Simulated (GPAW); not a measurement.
Crystal: Ce.

```xyz
1
Lattice="-1.9433 1.9433 1.9433 1.9433 -1.9433 1.9433 1.9433 1.9433 -1.9433" Properties=species:S:1:pos:R:3 pbc="T T T"
Ce    0.0000    0.0000    0.0000
```

This isn't the form of Ce at room conditions, which is fcc.

Base run:

```yaml
Program: GPAW 26.7.0
Functional: SCAN
Potentials_or_basis: GPAW PAW data sets (gpaw-data 1.2.1)
Cutoff: 800 eV
Basis: pw
k_mesh: 10 × 10 × 10
Occupations: fermi-dirac, width 0.05 eV
Spin: collinear spin, ferromagnetic start
Starting_moments: "[1.0] μB"
```

Its results: pressure -0.5 GPa; net moment 1.70 μB per cell; site moments Ce +0.96 μB.

**Question.** The run is repeated on the same cell with these changes: functional from SCAN to r2SCAN. What comes out?

**Answer.** Pressure -0.1 GPa; net moment 1.52 μB per cell; site moments Ce +0.90 μB.

Caveats: one-centre terms of the f shell are cut off; the magnetic or orbital state may not be the lowest; the PAW data sets were made with another functional, which shifts forces and pressure a little.
